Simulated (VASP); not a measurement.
# BP (F-43m) in VASP: settings compared, part 2 of 2

VASP 6.6.1.

## Step 4: Dielectric tensor, LDA

INCAR

```
  PREC = Accurate
  ENCUT = 400
  EDIFF = 1E-8
  ISMEAR = 0
  SIGMA = 0.01
  LREAL = False
  LASPH = True
  NELM = 100
  ALGO = Normal
  ISIF = 2
  LWAVE = False
  LCHARG = False
  LEPSILON = True
```

KPOINTS

```
Automatic mesh
0
Gamma
  10 10 10
```

POSCAR

```
BP
1.0
    0.0000000000      2.2690000000      2.2690000000
    2.2690000000      0.0000000000      2.2690000000
    2.2690000000      2.2690000000      0.0000000000
P B
1 1
Direct
    0.7500000000      0.7500000000      0.7500000000
    0.0000000000      0.0000000000      0.0000000000
```

Potentials or basis: VASP PAW LDA potentials, release 64 (P, B).

The run is started by

```sh
$ cat potpaw_LDA.64/P/POTCAR potpaw_LDA.64/B/POTCAR > POTCAR
$ mpirun -np 1 vasp_std > vasp.out
```

OUTCAR:

```text
PREC = Accurate
   ENCUT = 400
   EDIFF = 1E-8
   ISMEAR = 0
   LREAL = False
   LASPH = True
   NELM = 100
   ISIF = 2
   LEPSILON = True

 Found     47 irreducible k-points:

 Following reciprocal coordinates:
            Coordinates               Weight
  0.000000  0.000000  0.000000      1.000000
  0.100000  0.000000  0.000000      8.000000
  0.200000  0.000000  0.000000      8.000000
  0.300000  0.000000  0.000000      8.000000
  0.400000  0.000000  0.000000      8.000000
  0.500000  0.000000  0.000000      4.000000
   k-points           NKPTS =     47   k-points in BZ     NKDIM =     47   number of bands    NBANDS=      8
   number of dos      NEDOS =    301   number of ions     NIONS =      2
   total plane-waves  NPLWV =  13824
[... 204 lines left out ...]
    -0.00040 -0.11957  0.00000
    -0.11957 -0.00040  0.00000
     0.00000  0.00000  0.00007

 MACROSCOPIC STATIC DIELECTRIC TENSOR (including local field effects in DFT)
 ------------------------------------------------------
           9.293681    -0.000000     0.000000
          -0.000000     9.293681     0.000000
          -0.000000     0.000000     9.293681
 ------------------------------------------------------

 PIEZOELECTRIC TENSOR (including local field effects)  for field in x, y, z        (e  Angst)
          XX          YY          ZZ          XY          YZ          ZX
  --------------------------------------------------------------------------------
  x     0.00000    -0.00000    -0.00000     0.00000    -0.17014     0.00000
  y     0.00000    -0.00000     0.00000     0.00000     0.00000    -0.17014
  z    -0.00000    -0.00000    -0.00000    -0.17014     0.00000     0.00000

 PIEZOELECTRIC TENSOR (including local field effects)  for field in x, y, z        (C/m^2)
          XX          YY          ZZ          XY          YZ          ZX
  --------------------------------------------------------------------------------
  x     0.00000    -0.00000    -0.00000     0.00000    -0.11667     0.00000
  y     0.00000    -0.00000     0.00000     0.00000     0.00000    -0.11667
  z    -0.00000    -0.00000    -0.00000    -0.11667     0.00000     0.00000

 BORN EFFECTIVE CHARGES (including local field effects) (in |e|, cummulative output)
 ---------------------------------------------------------------------------------
 ion    1
    1     0.51933     0.00000    -0.00000
    2     0.00000     0.51933     0.00000
    3    -0.00000     0.00000     0.51933
 ion    2
    1    -0.51933     0.00000     0.00000
    2     0.00000    -0.51933     0.00000
    3     0.00000    -0.00000    -0.51933
```

It took 30 s on 1 thread of Intel Xeon 6975P-C (Granite Rapids), shared host; peak memory 0.17 GiB.

The run converged, but some of its settings lie outside the range that counts as converged, so its numbers aren't taken as properties of the crystal.

Results:

| Quantity | Value |
| --- | --- |
| Band gap on the k mesh | 1.19 eV, indirect (least direct gap 3.38 eV) |
| Electronic dielectric tensor (diagonal) | 9.29 |
| Born charges (mean of the diagonal) | P +0.52; B -0.52 e |

## Step 5: Elastic constants, r2SCAN

POSCAR is that of step 4.

INCAR.step1

```
SYSTEM = BP
PREC = Accurate
ENCUT = 600
EDIFF = 1E-8
ISMEAR = 0
SIGMA = 0.05
LREAL = .FALSE.
LASPH = .TRUE.
NELM = 60
ALGO = Normal
ISIF = 3
LWAVE = .FALSE.
LCHARG = .FALSE.
METAGGA = R2SCAN
LMIXTAU = .TRUE.
IBRION = 2
NSW = 40
EDIFFG = -0.002
```

INCAR.step2

```
SYSTEM = BP
PREC = Accurate
ENCUT = 600
EDIFF = 1E-8
ISMEAR = 0
SIGMA = 0.05
LREAL = .FALSE.
LASPH = .TRUE.
NELM = 60
ALGO = Normal
ISIF = 3
LWAVE = .FALSE.
LCHARG = .FALSE.
METAGGA = R2SCAN
LMIXTAU = .TRUE.
IBRION = 6
NFREE = 2
POTIM = 0.015
NSW = 1
```

KPOINTS

```
regular mesh
0
G
  7 7 7
  0 0 0
```

Potentials or basis: VASP PAW PBE potentials, release 64 (P, B).

The run is started by

```sh
$ cat potpaw_PBE.64/P/POTCAR potpaw_PBE.64/B/POTCAR > POTCAR
$ cp INCAR.step1 INCAR
$ mpirun -np 1 vasp_std > vasp.out
$ cp CONTCAR POSCAR
$ cp INCAR.step2 INCAR
$ mpirun -np 1 vasp_std > vasp.out
```

OUTCAR:

```text
SYSTEM = BP
   PREC = Accurate
   ENCUT = 600
   EDIFF = 1E-8
   ISMEAR = 0
   LREAL = .FALSE.
   LASPH = .TRUE.
   NELM = 60
   ISIF = 3
   METAGGA = R2SCAN
   IBRION = 6
   NFREE = 2
   POTIM = 0.015
   NSW = 1

 ion  position               nearest neighbor table
   1  0.750  0.750  0.750-   2 1.96   2 1.96   2 1.96   2 1.96
   2  0.000  0.000  0.000-   1 1.96   1 1.96   1 1.96   1 1.96

  LATTYP: Found a face centered cubic cell.
 ALAT       =     4.5324262501

  Lattice vectors:

 A1 = (   0.0000000000,   2.2662131250,   2.2662131250)
 A2 = (   2.2662131250,   0.0000000000,   2.2662131250)
 A3 = (   2.2662131250,   2.2662131250,   0.0000000000)

[... 685 lines left out ...]
  --------------------------------------------------------------------------------
  x     0.00000     0.00000     0.00000     0.00000     6.86432     0.00000
  y     0.00000    -0.00000     0.00000     0.00000     0.00000     6.86432
  z     0.00000     0.00000     0.00000     6.86432     0.00000     0.00000

 INTERNAL STRAIN TENSOR FOR ION    2 for displacements in x,y,z  (eV/Angst):
          X           Y           Z          XY          YZ          ZX
  --------------------------------------------------------------------------------
  x    -0.00000    -0.00000    -0.00000     0.00000    -6.85496     0.00000
  y     0.00000    -0.00000     0.00000     0.00000     0.00000    -6.85496
  z    -0.00000    -0.00000    -0.00000    -6.85496     0.00000     0.00000

 Eigenvectors and eigenvalues of the dynamical matrix
 ----------------------------------------------------

   1 f  =   24.607699 THz   154.614734 2PiTHz  820.824492 cm-1   101.769221 meV
             X         Y         Z           dx          dy          dz
      3.399320  3.399320  3.399320    -0.508638    0.000000    0.000000
      0.000000  0.000000  0.000000     0.860980    0.000000    0.000000
[... 21 lines left out ...]
   6 f/i=    0.000458 THz     0.002877 2PiTHz    0.015271 cm-1     0.001893 meV
             X         Y         Z           dx          dy          dz
      3.399320  3.399320  3.399320     0.000000    0.000000    0.860980
      0.000000  0.000000  0.000000     0.000000    0.000000    0.508638

--------------------------------------------------------------------------------------------------------

 ELASTIC MODULI CONTR FROM IONIC RELAXATION (kBar)
 Direction    XX          YY          ZZ          XY          YZ          ZX
 --------------------------------------------------------------------------------
 XX          -0.0000     -0.0000     -0.0000     -0.0000     -0.0000      0.0000
 YY          -0.0000     -0.0000     -0.0000     -0.0000     -0.0000     -0.0000
 ZZ          -0.0000     -0.0000     -0.0000     -0.0000     -0.0000      0.0000
 XY          -0.0000     -0.0000     -0.0000   -163.1198     -0.0000      0.0000
 YZ          -0.0000     -0.0000     -0.0000     -0.0000   -163.1198      0.0000
 ZX           0.0000     -0.0000      0.0000      0.0000      0.0000   -163.1198
 --------------------------------------------------------------------------------

 TOTAL ELASTIC MODULI (kBar)
 Direction    XX          YY          ZZ          XY          YZ          ZX
 --------------------------------------------------------------------------------
 XX        3633.4102    740.6609    740.6609     -0.0000     -0.0000      0.0000
 YY         740.6609   3633.4102    740.6609     -0.0000     -0.0000     -0.0000
 ZZ         740.6609    740.6609   3633.4102     -0.0000     -0.0000      0.0000
 XY          -0.0000     -0.0000     -0.0000   1990.4703     -0.0000      0.0000
 YZ          -0.0000     -0.0000     -0.0000     -0.0000   1990.4703      0.0000
 ZX           0.0000     -0.0000      0.0000      0.0000      0.0000   1990.4703
 --------------------------------------------------------------------------------
```

OSZICAR.step1:

```text
N       E                     dE             d eps       ncg     rms          rms(c)
DAV:   1     0.716297836720E+01    0.71630E+01   -0.44266E+03   320   0.102E+03
DAV:   2    -0.188834454711E+02   -0.26046E+02   -0.25354E+02   496   0.122E+02
DAV:   3    -0.191727165886E+02   -0.28927E+00   -0.28927E+00   384   0.166E+01
[... 43 lines left out ...]
DAV:   7    -0.173083812276E+02    0.36316E-08   -0.22855E-07   368   0.568E-03    0.173E-03
DAV:   8    -0.173083812770E+02   -0.49458E-07   -0.16086E-08   288   0.150E-03    0.561E-04
DAV:   9    -0.173083812308E+02    0.46242E-07   -0.15664E-09   160   0.453E-04    0.103E-04
DAV:  10    -0.173083812626E+02   -0.31811E-07   -0.98587E-10   160   0.392E-04    0.894E-05
DAV:  11    -0.173083812566E+02    0.60296E-08   -0.16969E-10   160   0.144E-04
   3 F= -.17308381E+02 E0= -.17308381E+02  d E =-.166881E-03
```

It took 14 min on 1 thread of Intel Xeon Platinum 8488C (Sapphire Rapids), shared host; peak memory 0.2 GiB.

What came out:

```yaml
Relaxed_volume: 11.64 Å³/atom
Relaxed_cell: a = 3.205 Å, b = 3.205 Å, c = 3.205 Å, α = 60.00°, β = 60.00°, γ = 60.00°
Space_group_after_relaxing_to_0.05_Å: F-43m (No. 216)
Elastic_constants_C11_C12_C44: 363, 74, 199 GPa
Voigt_bulk_modulus: 170 GPa
Highest_phonon_frequency_at_Γ_LO-TO_splitting_left_out: 821 cm⁻¹
```

Step by step:
| step | energy change (eV) | largest force (eV/Å) | pressure (GPa) | volume (Å³) |
| --- | --- | --- | --- | --- |
| 1 | 0.0000 | 0.0000 | -0.62 | 23.36 |
| 2 | -0.0001 | 0.0000 | 0.49 | 23.21 |
| 3 | -0.0002 | 0.0000 | 0.01 | 23.28 |

Final structure:
```cif
data_structure
_symmetry_space_group_name_H-M 'P 1'
_symmetry_Int_Tables_number 1
_cell_length_a 3.2049
_cell_length_b 3.2049
_cell_length_c 3.2049
_cell_angle_alpha 60.000
_cell_angle_beta 60.000
_cell_angle_gamma 60.000
_cell_volume 23.28
loop_
_atom_site_label
_atom_site_type_symbol
_atom_site_fract_x
_atom_site_fract_y
_atom_site_fract_z
_atom_site_occupancy
P1 P 0.75000 0.75000 0.75000 1
B1 B 0.00000 0.00000 0.00000 1
```

Phonon frequencies in cm⁻¹ (negative: imaginary):
```csv
q point,frequencies
"(0.000, 0.000, 0.000)",0 0 0 821 821 821
```

Elastic tensor in Voigt notation (GPa, in the Cartesian axes of the cell as first typed):
```
363  74  74   0   0   0
 74 363  74   0   0   0
 74  74 363   0   0   0
  0   0   0 199   0   0
  0   0   0   0 199   0
  0   0   0   0   0 199
```

Clamped-ion elastic tensor (GPa):
```
363  74  74   0   0   0
 74 363  74   0   0   0
 74  74 363   0   0   0
  0   0   0 215   0   0
  0   0   0   0 215   0
  0   0   0   0   0 215
```

Caveat: the PAW data sets were made with another functional, which shifts forces and pressure a little.

## Step 6: The reference run

An earlier run on the cell as given: functional PBEsol; potentials or basis VASP PAW PBE potentials, release 64 (P, B); cutoff 520 eV; k mesh 10 × 10 × 10; occupations fermi-dirac, width 0.05 eV; no spin polarisation.

- Pressure: -1.9 GPa
- Band gap on the k mesh: 1.13 eV, indirect (least direct gap 3.36 eV)
